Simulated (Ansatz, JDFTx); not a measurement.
One calculation of CaO, 3 ways

The starting cell:

```
CELL_PARAMETERS angstrom
0.00000 2.40356 2.40356
2.40356 0.00000 2.40356
2.40356 2.40356 0.00000
ATOMIC_POSITIONS crystal
Ca 0.00000 0.00000 0.00000
O 0.50000 0.50000 0.50000
```

The cell is a database's computed one, not the measured one.

Alike in all runs: task relaxation of cell and atoms; functional PBE; dispersion D3(BJ); k mesh 10 × 10 × 10; occupations fermi-dirac, width 0.05 eV; no spin polarisation; no spin-orbit coupling.

```
                                   program and potentials  plane-wave cutoff (eV)  notes  equilibrium volume (Å³/atom)
           Ansatz, all-electron LAPW, scalar-relativistic                       -      -                         13.68
                    JDFTx, PseudoDojo-SR-PBE-0.5-standard                    1143      -                         13.64
JDFTx, PseudoDojo-SR-PBE-0.5-standard with smoothed tails                    1143      -                         13.64
```

The equilibrium volume spans 13.64 (JDFTx, PseudoDojo-SR-PBE-0.5-standard with smoothed tails) to 13.68 Å³/atom (Ansatz, all-electron LAPW, scalar-relativistic), with all-electron results at 13.68. Relaxations stop with a little pressure left, so the last digit of a volume isn't settled.

Differences between rows come from potentials, basis sets and numerical settings, since the functional is the same but for its coding. Runs on potential files found faulty are left out.
